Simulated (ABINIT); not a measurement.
Input of an ABINIT 10.8.3 (patched build) run:

Contents of run.abi:

```
# Datasets: one volume each
ndtset 7
getwfk -1
scalecart1 3*0.9795861087
scalecart2 3*0.9864848297
scalecart3 3*0.9932883884
scalecart4 3*1.0000000000
scalecart5 3*1.0066227096
scalecart6 3*1.0131594038
scalecart7 3*1.0196128224

# Pseudopotentials
pp_dirpath "./"
pseudos "Al.GGA_PBE-JTH.xml"

# Structure
acell 5.4112434042 5.4112434042 5.4112434042
rprim
     0.0000000000     0.7071067812     0.7071067812
     0.7071067812     0.0000000000     0.7071067812
     0.7071067812     0.7071067812     0.0000000000
ntypat 1
znucl 13
natom 1
typat 1
xred
     0.0000000000     0.0000000000     0.0000000000

# Plane-wave basis
ecut 20.0
pawecutdg 40.0

# k points
kptopt 1
ngkpt 11 11 11
nshiftk 1
shiftk 0.0 0.0 0.0

# Exchange and correlation
ixc 14

# Bands and occupations
nband 6
occopt 3
tsmear 0.05 eV

# SCF cycle
nstep 100
tolvrs 1.0e-9

# Output
iomode 3
prtwf 1
prtden 0
prteig 0
prtebands 0
```

Potentials or basis: JTH PAW PBE v2.0.

Launch:

```bash
$ abinit run.abi > log 2>&1
```

Q: Estimate the equilibrium volume.

A: 16.67 Å³/atom.

Q: Estimate the pressure derivative of the bulk modulus.

A: 4.4.

Q: Estimate the bulk modulus.

A: 78 GPa.

Energy against volume, from the lowest point:
```
volume (Å³/atom)  energy (meV/atom)
          15.607              18.63
          15.939               8.46
          16.271               2.38
          16.603               0.00
          16.935               0.93
          17.267               4.85
          17.599              11.42
```

Caveat: pressures at fixed basis lie under the slope of the energies; the PAW data sets were made with another functional, which shifts forces and pressure a little.

**What was measured.**

From “The interpretation of polycrystalline coherent inelastic neutron scattering from aluminium”, 2013, pmc:3831299, for a bulk crystal of Al: bulk modulus 76.9 GPa.

Measured bulk modulus of Al: 76.9 GPa (quoted in “The interpretation of polycrystalline coherent inelastic neutron scattering from aluminium”, 2013, pmc:3831299). This calculation gives 78 GPa (+2.0 %). The fit is for a static lattice scaled at fixed shape and fixed fractional positions. The cell as given is a measured one (16.60 Å³/atom); revPBE puts the equilibrium volume +0.4 % from it, thermal expansion not counted.
